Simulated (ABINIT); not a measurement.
A run of ABINIT 10.8.3 (patched build) is set up as follows.

run.abi

```
# Pseudopotentials
pp_dirpath "./"
pseudos "Si.GGA_PBE-JTH.xml"

# Structure
acell 4.952108218 4.9521082181 4.6607343234
rprim
     1.0000000000     0.0000000000     0.0000000000
    -0.5000000000     0.8660254038     0.0000000000
     0.0000000000     0.0000000000     1.0000000000
ntypat 1
znucl 14
natom 1
typat 1
xcart
     0.0000000000     0.0000000000     0.0000000000
chkprim 0
chksymtnons 0
tolsym 1.0e-6

# Plane-wave basis
ecut 18.0
pawecutdg 36.0

# k points
kptopt 1
ngkpt 12 12 11
nshiftk 1
shiftk 0.0 0.0 0.0

# Exchange and correlation
ixc -497498
usekden 1
pawxcdev 0

# Bands and occupations
nband 6
occopt 3
tsmear 0.00183747

# SCF cycle
nstep 100
tolvrs 1.0e-7

# Output
iomode 3
prtwf 0
prtden 0
prteig 0
prtebands 0
enunit 1

# Relaxation
ionmov 2
ntime 60
tolmxf 5.0e-5
optcell 2
dilatmx 1.08
ecutsm 0.5
```

Potentials or basis: JTH PAW PBE v2.0.

Command:

```sh
$ abinit run.abi > log 2>&1
```

(1) What does it give for the relaxed volume?

(2) Estimate the relaxed cell.

(3) What does it give for the band gap on the k mesh?

(4) Estimate the space group after relaxing (to 0.05 Å).

Results:

(1) 14.88 Å³/atom.

(2) a = 2.622 Å, b = 2.622 Å, c = 2.499 Å, α = 90.00°, β = 90.00°, γ = 120.00°.

(3) none (metal or under the smearing width).

(4) P6/mmm (No. 191).

Caveat: the PAW data sets were made with another functional, which shifts forces and pressure a little.
